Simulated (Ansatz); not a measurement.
# WS2 (R3m) in Ansatz: a series of runs, part 2 of 2

Ansatz 0.2.0.

## 3. Phonons, PBEsol

File input.yaml:

```yaml
crystal:
  lattice:
    - [1.579, 0.9116360751, 6.1633333333]
    - [-1.579, 0.9116360751, 6.1633333333]
    - [0.0, -1.8232721501, 6.1633333333]
  atoms:
    - { symbol: W, position: [0.0, 0.0, 0.0] }
    - { symbol: S, position: [0.581, 0.581, 0.581] }
    - { symbol: S, position: [0.7503, 0.7503, 0.7503] }
kpoints:
  mp_grid: { grid: [10, 10, 10] }
scf:
  occupations: { method: fermi_dirac, width: 0.05 }
hamiltonian:
  xc: pbesol
  pseudopotentials: { kind: all_electron, datasets: crystal }
output: {}
phonons:
  method: fd
  supercell: [1, 1, 1]
```

Potentials or basis: all-electron PAW datasets made for the crystal.

Started as:

```sh
> ansatz run input.yaml --threads 2 --pin off --max-ram 6144MiB --backend cpu --events-out ev --progress --plain --runs-dir out
```

Standard output:

```text
Warning: RAYON_NUM_THREADS=2 ignored (pool sized by the plan → 2); use --threads N
hamiltonian.pseudopotentials.datasets: crystal makes datasets for this crystal and solves the spheres of its atoms anew in each pass: cutoff 300.0 eV, the density's 1200.0 eV; for an error of 0.50 meV an atom under PBE, 1.5 meV for the cell; an energy difference from a run of another recipe may be off by several times the error for the cell, under r2SCAN by more, where some 0.1 meV an atom stays at smaller errors; S in spheres of 1.085 Å, 6 of its electrons in bands; W in spheres of 1.302 Å, 14 of its electrons in bands, 14 on its site; only band paths and densities of states list, in semicore columns, the levels of the semicore shells that are solved separately: 4f of W
band count auto-derived: 19 (N_el = 26.0; filled up to band 13; 17 by the electrons, moments and atoms)
Engine: ansatz 0.2.0, x86_64-unknown-linux-gnu
Pseudopotentials: kind: all_electron
Pseudopotential: W, paw, valence charge 28, recommended cutoff 300 eV (normal), crystal/all_electron/pbesol/scalar/gaussian/W, Koelling and Harmon's equation, gaussian nucleus
Pseudopotential: S, paw, valence charge 6, recommended cutoff 300 eV (normal), crystal/all_electron/pbesol/scalar/gaussian/S, Koelling and Harmon's equation, gaussian nucleus
Functional definition: PBEsol
  exchange = pbesol_x
  correlation = pbesol_c
Crystal: 3 atoms, lattice volume = 53.232 Å³
Basis set: ecut = 300 eV, 635 PW (Γ), exchange–correlation on 80×80×80 points (8 copies of the dense FFT grid, shifted against one another)
Bands: 19, of which v1, the nominal top of the filled ones, is band 13 counted from 1 (12 counted from 0)
Symmetry: 6 space group operations
k-points: 116 of 1000 (time reversal used)
Non-local potential: W, projectors of the file, l = 0: 2, l = 1: 2, l = 2: 2
Non-local potential: S, projectors of the file, l = 0: 1, l = 1: 1, l = 2: 2
PAW form: soft (Blöchl's): semilocal exchange-correlation on the pseudo side does not see the compensation charge
PAW one-centre angular grid: W, 590 points (default); XC on its mesh's 1803 points in the sphere
PAW one-centre angular grid: S, 110 points (default); XC on its mesh's 1909 points in the sphere
Initial density: superposition of atomic densities (neutral atoms: chi_scale 0, normalization atom)
Initial wavefunctions: pseudopotential atomic-orbital guess
Functional: x = pbesol(κ = 0.804, μ = 0.12345679012345678), c = pbesol(β = 0.046)
iter 1 solved again at ethr=2.03e-2 eV; its pass at ethr=1.00e-1 eV (dr2=5.29e0 eV) is discarded
SCF iter   1: F=—  HF=-460769.004043 eV  |F-HF|=—  |Δ(HF+E_count)|=         —  Δρ=8.14e-2  dr2=5.33e0  ethr=2.03e-2  ⟨swp⟩=2.1  Hψ=11721  notcnv=0
preconditioner: auto → none  [insulator: Δε(μ)=0.946 eV  Ē_g=10.768 eV  σ=0.050 eV  W_gap=1.00  n_scr=16 (ndim 8)  ℏωp=21.6 eV  f_vac=0.001  D(μ)=0.00/eV (n_scr^D=0)  ε∞_Penn≈5.0]
[... 132 lines left out ...]
Past the cutoffs: a stress includes 0.0011 GPa for waves and charges beyond them, in addition to the slope of what the spheres take
In the spheres:  the bands' charges fall short by 3.2e-7 e at most (sound up to 1e-3), those of shells solved beside the bands by 2.6e-8 e (sound up to 5e-4)
Fermi energy:    14.702997 eV
--- Per-component energies (eV) ---
  E_band       = -121.704105
  E_kinetic    = 482.822837
  E_local      = -9154.478000  (includes V_loc(G=0)·N_el)
  E_nonlocal   = 68.243324
  E_hartree    = 4483.136404
  E_xc         = -255.774164
  E_vxc        = -324.691885  (∫ρ·V_xc dr)
  E_paw        = -469912.544056  (= ΣΔE_a)
  E_vpaw       = -18103.051794  (= ΣTr[D̂ρ^β])
  E_ewald      = -4422.317854
  E_smearing   = -0.000000  (= −TS)
  E_closure    = 17943.178584  (closes the sum)
  Σ components = -460767.732926   (vs F -460767.732926, Δ=0.00e0)
  The terms above E_closure are by the made datasets' own strengths, without shells solved beside the bands.
--- Forces (eV/Å), atoms counted from 1 ---
  atom   1  W      0.00000000    -0.00000000    -0.59913235
  atom   2  S      0.00000000     0.00000000     0.36730541
  atom   3  S      0.00000000     0.00000000     0.23182703
  max |Σ_I F_I| component: 8.68e-8 eV/Å
--- Band table (eV; the first three rows and the last of 116) ---
  k-point 0: bands = ["-60.2930", "-24.6073", "-24.4210", "-24.4210", "-1.4262", "0.5900", "6.5408", "10.6890", "10.6890", "11.9482", "11.9482", "12.6782", "13.0074", "16.4201", "16.4201", "16.7834", "16.7834", "18.8572", "21.9061"]
  k-point 1: bands = ["-60.2912", "-24.6008", "-24.4569", "-24.4293", "-1.2534", "0.6394", "6.7520", "10.2643", "10.8561", "11.3381", "11.6865", "12.7786", "13.1053", "16.1920", "16.4607", "16.5588", "16.8040", "19.6164", "22.4909"]
  k-point 2: bands = ["-60.2865", "-24.5837", "-24.5498", "-24.4510", "-0.7711", "0.7776", "7.2911", "9.3730", "10.3595", "11.0845", "11.3489", "12.5541", "12.8764", "15.5967", "16.3381", "16.7786", "17.3589", "20.7747", "22.5331"]
  k-point 115: bands = ["-60.2930", "-24.6074", "-24.4210", "-24.4210", "-1.1994", "0.1525", "7.5916", "10.3618", "10.6734", "10.6734", "11.9806", "11.9806", "14.2418", "16.5359", "16.5359", "16.6219", "16.6219", "19.0822", "22.3846"]
--- Phonons: 6 displaced members + reference (amplitude 0.0025 Å, Σ member SCF iterations 77) ---
  symmetry images taken by strict's conditions (phonons.symmetry_images: auto; settled by no image being taken that strict refuses)
  ASR residual: 1.084e-4 → 0.000e0 eV/Å²; symmetrization residual: 8.382e-5 eV/Å²
  largest component of a force at the reference: 6.0e-1 eV/Å
  ASR residual per site (eV/Å²): 3.94e-5 5.87e-5 1.08e-4
  Γ frequencies (cm⁻¹): 0.00 0.00 0.00 294.21 294.21 352.27 352.27 411.73 434.84
  density of states and harmonic sums: on the 23×23×23 q-mesh, interpolated from the force constants of a 1×1×1 supercell (no non-analytic term)
  largest difference from the sums on the solved wave vectors: F 4.45e-1 eV, S 7.03e-4 and C_V 2.58e-4 eV/K
  zero-point energy: 0.153636 eV/cell   skipped modes (ω ≤ 0): 36, of them read as no rigid motion or as one in doubt: 33 (5.425e-3 modes/cell left out, lowest 0.00 cm⁻¹)   left out of the sums: 6.30e-4 of the cell's modes: C_V's classical limit lies that fraction below 3 k_B per atom; for a crystal, a wire or a layer, F and S can be off by more, and a phonons.interpolated_qmesh denser along its periods is the remedy for the sampling
```

phdos.tsv:

```text
# omega_inv_cm	omega_thz	g_bin_mean(omega)[modes/inv_cm]
# format = ansatz-phdos/2
# interpolated_qmesh = 23 23 23
# force_constants_supercell = 1 1 1
# lo_to_splitting: not included (the non-analytic LO-TO correction is not applied to the interpolated dynamical matrix; polar crystals: no LO-TO splitting at GAMMA, and LO and other optical branches, acoustic branches and sound speeds, and with them the density of states and the thermodynamics, can be off between the wave vectors that the force constants were sampled on, most near GAMMA; a larger extent of the force constants narrows that region and is not shown to mend the acoustic slopes)
# g_bin_mean(omega): the modes in a bin one row spacing wide, centred on omega, divided by that spacing. A flat band (one whose frequency is the same at every q-point) is counted whole in the row whose bin holds it (on the edge of two bins, in the lower row). The modes of the run's own cell are the sum of g_bin_mean times the row spacing in inv_cm (a plain sum, not the trapezoid rule); for a one-atom cell on a GAMMA-only q-mesh every row is zero, so that sum is 0, not 3
0.000000	0.000000	8.390284e-6
0.869672	0.026072	6.712227e-5
1.739345	0.052144	1.342445e-4
2.609017	0.078216	2.013668e-4
3.478689	0.104288	2.684891e-4
4.348362	0.130361	3.356113e-4
[... 493 lines left out ...]
433.966480	13.009988	1.222212e-2
434.836152	13.036060	3.748223e-3
```

phthermo.tsv:

```text
# format = ansatz-phthermo/1
# interpolated_qmesh = 23 23 23
# force_constants_supercell = 1 1 1
# non_analytic_term = not included (the non-analytic LO-TO correction is not applied to the interpolated dynamical matrix; polar crystals: no LO-TO splitting at GAMMA, and LO and other optical branches, acoustic branches and sound speeds, and with them the density of states and the thermodynamics, can be off between the wave vectors that the force constants were sampled on, most near GAMMA; a larger extent of the force constants narrows that region and is not shown to mend the acoustic slopes)
# zero_point_energy_ev = 1.5363574069e-1
# n_skipped_modes = 36
# share_of_modes_left_out = 6.3011972275e-4
# vibrations_at_or_below_zero_n_entries = 33
# vibrations_at_or_below_zero_modes_per_cell = 5.4245089176e-3
# vibrations_at_or_below_zero_lowest_omega_inv_cm = 0.000
# rigid_motions_known_by = geometry
# t_k	f_vib_ev	s_ev_per_k	c_v_ev_per_k
0.0000	1.5363574069e-1	0.0000000000e0	0.0000000000e0
10.0000	1.5363399340e-1	7.8111412455e-7	2.3400521948e-6
20.0000	1.5360895228e-1	4.7823246466e-6	1.1387101809e-5
30.0000	1.5352645463e-1	1.2365069525e-5	2.8711592464e-5
40.0000	1.5334811097e-1	2.3979686699e-5	5.4460010831e-5
50.0000	1.5303403388e-1	3.9432422784e-5	8.5975216408e-5
[... 93 lines left out ...]
990.0000	-7.7430295195e-1	1.5689750703e-3	7.6339032369e-4
1000.0000	-7.9003113243e-1	1.5766485570e-3	7.6361991591e-4
```

Run time: 27 min. Hardware: 2 threads of Intel Xeon at 2.50GHz (Skylake/Cascade Lake), shared host; peak memory 2.8 GiB.

Results:

```
Free energy                                             : -460767.7329 eV
Largest force                                           : 0.599 eV/Å
Band gap on the k mesh                                  : 1.02 eV, indirect (least direct gap 2.23 eV)
Highest phonon frequency at Γ, LO-TO splitting left out : 435 cm⁻¹
```

Forces in eV/Å, atoms in the order of the input:
```
W    0.000  0.000 -0.599
S    0.000  0.000  0.367
S    0.000  0.000  0.232
```

Phonon frequencies in cm⁻¹ (negative: imaginary):
```csv
q point,frequencies
"(0.000, 0.000, 0.000)",0 0 0 294 294 352 352 412 435
```

Caveat: spin-orbit coupling is left out, which moves the levels of the heavy elements.
